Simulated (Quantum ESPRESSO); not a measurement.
# Zn in Quantum ESPRESSO: the effect of functional

Slab: Zn, a slab with vacuum.

```xyz
5
Lattice="2.7786 0.0000 0.0000 -1.3893 2.4063 0.0000 0.0000 0.0000 24.0749" Properties=species:S:1:pos:R:3 pbc="T T T"
Zn    1.3893    0.8021    7.5000
Zn    0.0000    1.6042    9.7687
Zn    0.0000    0.0000   12.0375
Zn    1.3893    0.8021   14.3062
Zn    0.0000    1.6042   16.5749
```

The slab is cut from a database's or a generator's crystal, which needn't be the stable form of the element.

Alike in all runs:

| Quantity | Value |
| --- | --- |
| Program | Quantum ESPRESSO 7.5 |
| Task | work function |
| Potentials or basis | SG15 PBE 1.2 |
| Cutoff | 952 eV |
| Density cutoff | 3810 eV |
| k mesh | 7 × 7 × 1 |
| Occupations | fermi-dirac, width 0.05 eV |
| Spin | no spin polarisation |

Q: One run gave: largest force 0.11 eV/Å; work function 4.23 eV. Which functional did it use?
A. revPBE
B. PW91
C. RPBE
D. LDA
E. WC

A: B.

| functional | largest force (eV/Å) | work function (eV) |
| --- | --- | --- |
| LDA | 0.29 | 4.57 |
| PBEsol | 0.09 | 4.30 |
| PBE | 0.13 | 4.18 |
| RPBE | 0.30 | 4.03 |
| revPBE | 0.26 | 4.05 |
| AM05 | 0.10 | 4.19 |
| PW91 | 0.11 | 4.23 |
| WC | 0.07 | 4.29 |

Caveats: all runs use coarse meshes; the potentials were made for another functional, which shifts forces and pressure (some runs).
